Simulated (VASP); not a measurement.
Si, 1 atom in the cell. Symmetry: P6/mmm, No. 191, hexagonal system. Conventional cell: a = 2.541 Å, b = 2.541 Å, c = 2.403 Å, α = 90.00°, β = 90.00°, γ = 120.00°. Si (site symmetry 6/mmm) has 8 Si at 2.40 to 2.54 Å as nearest neighbours. This isn't the form of Si at room conditions, which is diamond.

- Program: VASP 6.6.1
- Task: relaxation of cell and atoms
- Functional: PBE
- Potentials or basis: VASP PAW PBE potentials, release 64 (Si)
- Cutoff: 600 eV
- k mesh: 18 × 18 × 15
- Occupations: methfessel-paxton, width 0.1 eV
- Spin: no spin polarisation
- Target pressure: 15.8 GPa
- Further INCAR settings: ALGO = Normal; EDIFF = 1e-07; IBRION = 2; EDIFFG = -0.005; NSW = 90; ISIF = 3
- Target pressure: 15.8 GPa

Potentials or basis: VASP PAW PBE potentials, release 64 (Si).

Launch:

```console
$ cat potpaw_PBE.64/Si/POTCAR > POTCAR
$ mpirun -np 1 vasp_std > vasp.out
```

Hardware: 1 thread of Intel(R) Xeon(R) 6975P-C (Granite Rapids), with other jobs on the host.

Q: How long does it take, and how much memory?

A: Wall time 12 s on 1 thread of Intel(R) Xeon(R) 6975P-C (Granite Rapids) (shared host), peak memory 0.13 GiB. Counts: scf iterations 15, k points 296, ion steps 2.
